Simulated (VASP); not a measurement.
Crystal: Mo.

```
Mo
1.0
    -1.58381    1.58381    1.58381
     1.58381   -1.58381    1.58381
     1.58381    1.58381   -1.58381
Mo
1
Cartesian
  0.0000 0.0000 0.0000
```

| Property | Result |
| --- | --- |
| Program | VASP 6.6.1 |
| Task | relaxation of cell and atoms |
| Functional | PBE |
| Dispersion | D3(BJ) |
| Potentials or basis | VASP PAW PBE potentials, release 64 (Mo_sv) |
| Cutoff | 600 eV |
| k mesh | 10 × 10 × 10 |
| Occupations | fermi-dirac, width 0.05 eV |
| Spin | no spin polarisation |

At the start: pressure -9.0 GPa; volume 15.89 Å³/atom.

Where does the relaxation end?

Over 4 steps the energy falls by 16.2 meV/atom and the volume is 15.34 Å³/atom (-3.5 %); space group Im-3m (No. 229, to 0.05 Å).

Step by step:
| step | energy change (eV) | largest force (eV/Å) | pressure (GPa) | volume (Å³) |
| --- | --- | --- | --- | --- |
| 1 | 0.0000 | 0.0000 | -9.02 | 15.89 |
| 2 | 0.1156 | 0.0000 | 32.49 | 13.92 |
| 3 | -0.0162 | 0.0000 | -0.39 | 15.36 |
| 4 | -0.0162 | 0.0000 | -0.04 | 15.34 |

Final structure:
```yaml
crystal:
  lattice:
    - [-1.56519, 1.56519, 1.56519]
    - [1.56519, -1.56519, 1.56519]
    - [1.56519, 1.56519, -1.56519]
  atoms:
    - { symbol: Mo, position: [0.00000, 0.00000, 0.00000] }
```

Caveat: pairwise dispersion overbinds metals, which lowers pressure and volume.
